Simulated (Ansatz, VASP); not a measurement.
SiO2 in VASP and in Ansatz

INCAR

```
SYSTEM = SiO2
PREC = Accurate ; ENCUT = 520
EDIFF = 1E-6 ; ISMEAR = 0
SIGMA = 0.05 ; LREAL = .False.
LASPH = .True. ; NELM = 80
ALGO = Normal ; ISIF = 2
LWAVE = .False. ; LCHARG = .False.
NBANDS = 25
```

File KPOINTS:

```
regular mesh
0
Gamma
  6 6 8
  0 0 0
```

Contents of POSCAR:

```
SiO2
1.0
    4.2798000000      0.0000000000      0.0000000000
    0.0000000000      4.2798000000      0.0000000000
    0.0000000000      0.0000000000      2.3420000000
Si O
2 4
Direct
    0.5000000000      0.5000000000      0.5000000000
    0.0000000000      0.0000000000      0.0000000000
    0.6944252994      0.6944252994      0.0000000000
    0.1944252994      0.8055747006      0.5000000000
    0.3055747006      0.3055747006      0.0000000000
    0.8055747006      0.1944252994      0.5000000000
```

Input for Ansatz:

```yaml
crystal:
  lattice:
    - [4.2798, 0.0, 0.0]
    - [0.0, 4.2798, 0.0]
    - [0.0, 0.0, 2.342]
  atoms:
    - { symbol: Si, position: [0.5, 0.5, 0.5] }
    - { symbol: Si, position: [0.0, 0.0, 0.0] }
    - { symbol: O, position: [0.6944252994, 0.6944252994, 0.0] }
    - { symbol: O, position: [0.1944252994, 0.8055747006, 0.5] }
    - { symbol: O, position: [0.3055747006, 0.3055747006, 0.0] }
    - { symbol: O, position: [0.8055747006, 0.1944252994, 0.5] }
basis:
  ecutwfc: 520.0
kpoints:
  mp_grid: { grid: [6, 6, 8] }
hamiltonian:
  xc: lda
  pseudopotentials: { kind: paw, azcp: { folder: soft_1 } }
scf:
  occupations: { method: gaussian, width: 0.05 }
output:
  forces: true
  stress: true
  eigenvalues: true
  write_density: true
  write_potential: true
  elf: true
  volumetric_format: npy
```

Alike in both runs: task single point; functional LDA; k mesh 6 × 6 × 8; occupations gaussian, width 0.05 eV; no spin polarisation.

|  | VASP | Ansatz |
| --- | --- | --- |
| version | VASP 6.6.1 | Ansatz 0.2.0 |
| potentials or method | VASP PAW LDA potentials, release 64 (Si, O) | scalar-relativistic, plane waves, PAW |
| plane-wave cutoff (eV) | 520 | 520 |
| valence electrons in the cell | 32 | 32 |

Ansatz gave:

| Item | Value |
| --- | --- |
| gap on the k mesh at the Fermi level (eV) | 6.97 |
| least direct gap on the mesh (eV) | 6.97 |
| rms of the force components (eV/Å) | 0.035 |

Question: Which values does VASP return?

Answer: gap on the k mesh at the Fermi level (eV): 6.94; least direct gap on the mesh (eV): 6.94; rms of the force components (eV/Å): 0.020.

Atom by atom the forces differ by 0.055 eV/Å (rms over components). Ansatz warned: «pseudo_functional_mismatch».

 A hybrid or GW would open this gap; LDA tends to underestimate it. A k mesh can miss the band edges.
